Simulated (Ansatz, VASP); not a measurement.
One calculation of TiCo, two programs

INCAR

```
SYSTEM = TiCo
ALGO = Normal
EDIFF = 1E-7
ENCUT = 520
GGA = PE
ISIF = 2
ISMEAR = 1
ISPIN = 2
IVDW = 12
LASPH = .TRUE.
LCHARG = .FALSE.
LDAU = .TRUE.
LDAUJ = 0 0
LDAUL = 2 2
LDAUPRINT = 1
LDAUTYPE = 2
LDAUU = 5.3 4
LMAXMIX = 4
LORBIT = 11
LREAL = .FALSE.
LWAVE = .FALSE.
MAGMOM = 2 -1
NELM = 100
PREC = Accurate
SIGMA = 0.1
```

The input KPOINTS:

```
k-points
0
G
  9 9 9
  0 0 0
```

POSCAR

```
TiCo
1.0
    2.9861109900      0.0000000000      0.0000000000
    0.0000000000      2.9861109900      0.0000000000
    0.0000000000      0.0000000000      2.9861109900
Co Ti
1 1
Direct
    0.5000000000      0.5000000000      0.5000000000
    0.0000000000      0.0000000000      0.0000000000
```

The input input.yaml:

```yaml
crystal:
  lattice:
    - [2.98611099, 0.0, 0.0]
    - [0.0, 2.98611099, 0.0]
    - [0.0, 0.0, 2.98611099]
  atoms:
    - { symbol: Co, position: [0.5, 0.5, 0.5], spin: 2.0 }
    - { symbol: Ti, position: [0.0, 0.0, 0.0], spin: -1.0 }
hamiltonian:
  xc: pbe
  pseudopotentials: { kind: paw }
  dispersion: d3bj
  hubbard:
    sites:
      - { species: Co, l: d, u_eff: 5.3 }
      - { species: Ti, l: d, u_eff: 4.0 }
magnetization:
  spin_polarized: true
kpoints:
  mp_grid: { grid: [9, 9, 9] }
scf:
  occupations: { method: methfessel_paxton, width: 0.1 }
output:
  forces: true
  stress: true
  eigenvalues: true
  bader: true
  populations: intrinsic
```

The cell comes from a database or a generator and needn't be the stable form of this composition.

Alike in both runs: task atomic charges; functional PBE; dispersion D3(BJ); k mesh 9 × 9 × 9; occupations methfessel-paxton of order 1, width 0.1 eV; collinear spin, antiferromagnetic start; Hubbard terms Co d U = 5.3 eV, Ti d U = 4 eV.

|  | VASP | Ansatz |
| --- | --- | --- |
| version | VASP 6.6.1 | Ansatz 0.2.0 |
| potentials or method | VASP PAW PBE potentials, release 64 (Co, Ti_pv) | Ansatz PAW |
| plane-wave cutoff (eV) | 520 | 420 |
| valence electrons in the cell | 19 | 29 |

```csv
,VASP,Ansatz,Ansatz less VASP
gap on the k mesh at the Fermi level (eV),none,none,-
pressure (GPa),12.3,19.2,+6.88
net moment per atom (μB),0.49,0.05,-0.432
size of the moment on the site where the two differ most (μB),0.61,1.15,+0.538
dispersion energy (meV/atom),-538.1,-538.3,-0.15
```

The net moments differ so much that the two runs ended in different magnetic states, which moves the other rows too. Site moments also hang on the region over which each program counts them. The programs project onto different local orbitals, so the same U acts differently. A gap of «none» marks a metal or a gap that the smearing closes. The two sets of potentials don't hold the same shells in valence.

Caveats: pairwise dispersion overbinds metals, which lowers pressure and volume; the U is typed as a test and isn't derived for this compound; the magnetic or orbital state may not be the lowest (Ansatz). The state reached can hang on the start; a lower one may exist.
